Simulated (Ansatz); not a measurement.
# InP: the cost of one run

Computed with Ansatz 0.2.0 (DFT PBE, scalar-relativistic, plane waves, PAW, unless a step's input says otherwise).

The COD entry's cell or inner coordinates are ideal or old and differ from later refinements, so a difference from it is no clean test against experiment.

6 further runs of the same task are left out: 6 set aside as unsound or not needed.

### 1 Starting point

Symmetry: F-43m, No. 216, cubic system. The conventional cell has a = 5.959 Å, b = 5.959 Å, c = 5.959 Å, α = 90.00°, β = 90.00°, γ = 90.00°. Around In (site symmetry -43m) lie 4 P at 2.58 Å. Around P (site symmetry -43m) lie 4 In at 2.58 Å.

Structure file:

```cif
data_structure
_symmetry_space_group_name_H-M 'P 1'
_symmetry_Int_Tables_number 1
_cell_length_a 4.2139
_cell_length_b 4.2139
_cell_length_c 4.2139
_cell_angle_alpha 60.000
_cell_angle_beta 60.000
_cell_angle_gamma 60.000
_cell_volume 52.91
loop_
_atom_site_label
_atom_site_type_symbol
_atom_site_fract_x
_atom_site_fract_y
_atom_site_fract_z
_atom_site_occupancy
In1 In 0.00000 0.00000 0.00000 1
P1 P 0.75000 0.75000 0.75000 1
```

This cell was relaxed beforehand with the same method: volume 26.45 Å³/atom, gap on the mesh 0.44 eV.

### 2 The cell under 6 GPa

At a set pressure the run lowers the enthalpy E + PV, so the energy alone may rise along the way.

input.yaml reads:

```yaml
crystal:
  lattice:
    - [0.0, 2.9796445641, 2.9796445641]
    - [2.9796445641, 0.0, 2.9796445641]
    - [2.9796445641, 2.9796445641, 0.0]
  atoms:
    - { symbol: In, position: [0.0, 0.0, 0.0] }
    - { symbol: P, position: [0.75, 0.75, 0.75] }
basis:
  ecutwfc: 420
kpoints:
  mp_grid: { grid: [10, 10, 10] }
hamiltonian:
  xc: pbe
scf:
  occupations: { method: fixed }
output:
  forces: true
  stress: true
  eigenvalues: true
relax:
  adjacent_minimum: "off"
  f_tol: 0.001
  max_steps: 60
  cell: { stress_tol: 0.02, p_target: 6.0 }
```

The run is started by

```sh
$ ansatz run input.yaml --threads 1 --pin off --max-ram 3072MiB --backend cpu --events-out ev --progress --plain --runs-dir out
```

What time and memory should one allow on 1 thread of Intel Xeon Platinum 8259CL at 2.50GHz (Skylake/Cascade Lake), shared host?

About 30 s, with a peak of 0.42 GiB.
